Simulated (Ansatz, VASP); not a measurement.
**B3As2 in VASP and in Ansatz**

```
B As
1.0
     3.79514    0.00000    0.00000
     0.00000    3.79514    0.00000
     0.00000    0.00000    4.45137
B As
3 2
Direct
  0.50000 0.00000 0.02318
  0.00000 0.50000 0.02318
  0.00000 0.00000 0.22431
  0.00000 0.00000 0.72360
  0.50000 0.50000 0.27573
```

Change from the starting cell: species swapped into the Cu3Te2 type (P4mm, No. 99).

Alike in both runs: functional PBE; k mesh 10 × 10 × 8; occupations gaussian, width 0.1 eV; no spin polarisation.

Ansatz relaxed the structure, and its values are those at the end. VASP's run is a single point on that final structure, the one shown.

|  | VASP | Ansatz |
| --- | --- | --- |
| version | VASP 6.6.1 | Ansatz 0.2.0 |
| potentials or method | VASP PAW PBE potentials, release 64 (B, As) | scalar-relativistic, plane waves, PAW |
| plane-wave cutoff (eV) | 520 | 420 |
| valence electrons in the cell | 19 | 39 |

```csv
,VASP,Ansatz,Ansatz less VASP
gap on the k mesh at the Fermi level (eV),none,none,-
pressure (GPa),0.3,0.0,-0.34
rms of the force components (eV/Å),0.018,0.000,-0.0175
```

A gap of «none» marks a metal or a gap that the smearing closes. The two sets of potentials don't hold the same shells in valence.
